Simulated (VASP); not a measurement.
The system is Bi2Te3 (Tellurobismuthite).

```xyz
5
Lattice="2.1930 1.2661 10.1657 -2.1930 1.2661 10.1657 0.0000 -2.5323 10.1657" Properties=species:S:1:pos:R:3 pbc="T T T"
Bi    0.0000    0.0000   18.2982
Bi    0.0000    0.0000   12.1988
Te    0.0000    0.0000   24.1079
Te    0.0000    0.0000    6.3891
Te    0.0000    0.0000    0.0000
```

Base run:

```yaml
Program: VASP 6.6.1
Functional: PBEsol
Potentials_or_basis: VASP PAW PBE potentials, release 64 (Bi_d, Te)
Cutoff: 520 eV
k_mesh: 8 × 8 × 8
Occupations: gaussian, width 0.02 eV
Spin: no spin polarisation
```

Its results: band gap on the k mesh 0.23 eV, direct; pressure -0.6 GPa; largest force 0.102 eV/Å.

Q: The run is repeated on the same cell with these changes: functional from PBEsol to LDA; potentials or basis from VASP PAW PBE potentials, release 64 (Bi_d, Te) to VASP PAW LDA potentials, release 64 (Bi_d, Te). What comes out?

A: Band gap on the k mesh 0.19 eV, direct; pressure -1.7 GPa; largest force 0.160 eV/Å.

Caveats: spin-orbit coupling is left out, which as a rule narrows the gap of such compounds by several tenths of an eV; the PAW data sets were made with another functional, which shifts forces and pressure a little (some runs).

Not every run made on this cell is shown here.
